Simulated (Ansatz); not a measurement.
Wurtzite BN, relaxed with r2SCAN in Ansatz. Space group P6_3mc (No. 186), hexagonal; a = 2.544 Å, c = 4.208 Å in the conventional setting, 5.90 Å³ an atom. B is surrounded by 4 N at 1.56–1.58 Å; N is surrounded by 4 B at 1.56–1.58 Å.

The axes x, y and z are those of this cell:
```yaml
crystal:
  lattice:
    - [2.54395, 0.00000, 0.00000]
    - [-1.27198, 2.20313, 0.00000]
    - [0.00000, 0.00000, 4.20782]
  atoms:
    - { symbol: B, position: [0.33333, 0.66667, 0.00020] }
    - { symbol: B, position: [0.66667, 0.33333, 0.50020] }
    - { symbol: N, position: [0.33333, 0.66667, 0.37480] }
    - { symbol: N, position: [0.66667, 0.33333, 0.87480] }
```

Unstrained: The PBE gap is indirect, 5.207 eV (Γ to K), below the direct gap of 8.298 eV at Γ–M (0.20 of the way from Γ). With r2SCAN the valence top lies at Γ and the conduction bottom at K, 5.752 eV higher; the smallest vertical gap, at Γ–M (0.20 of the way from Γ), is 9.001 eV. HSE06 gives an indirect gap of 6.530 eV, from Γ to K; the least direct gap is 9.956 eV at Γ–M (0.22 of the way from Γ). Meshes: PBE 12×12×6, r2SCAN 12×12×6, HSE06 9×9×4. Strains are changes of length per length, and xy shears are angles. After each strain the atoms were relaxed again with r2SCAN within the symmetry that the strain leaves, so tilts or polar shifts that break it weren't tested; points keep the names that they have in the unstrained zone. Calculated for a static, non-magnetic cell.

Question: Apply xy shear, engineering strain (angle) +4.23 %. How far does the gap move, against the unstrained cell?

Answer: PBE: the gap goes from 5.207 to 5.042 eV (-0.165 eV); with r2SCAN the top three valence levels at Γ, grouped 2+1 from the top over 271 meV, become 1+1+1 over 438 meV. r2SCAN: the gap goes from 5.752 to 5.585 eV (-0.167 eV). HSE06: the gap goes from 6.530 to 6.372 eV (-0.158 eV). The r2SCAN energy rises by 13.9 meV an atom.

Question: Apply uniaxial +4.6 % along x, other directions held. How far does the gap move, against the unstrained cell?

Answer: PBE: the gap goes from 5.207 to 5.220 eV (+0.013 eV); with r2SCAN the top three valence levels at Γ, grouped 2+1 from the top over 271 meV, become 1+1+1 over 322 meV. r2SCAN: the gap goes from 5.752 to 5.757 eV (+0.005 eV). HSE06: the gap goes from 6.530 to 6.545 eV (+0.015 eV). The r2SCAN energy rises by 34.3 meV an atom.

The meshes of the hybrids are coarse, so their gaps aren't converged to the digits shown.

The splittings at Γ are without spin-orbit coupling, which regroups them where it is of like size or larger.
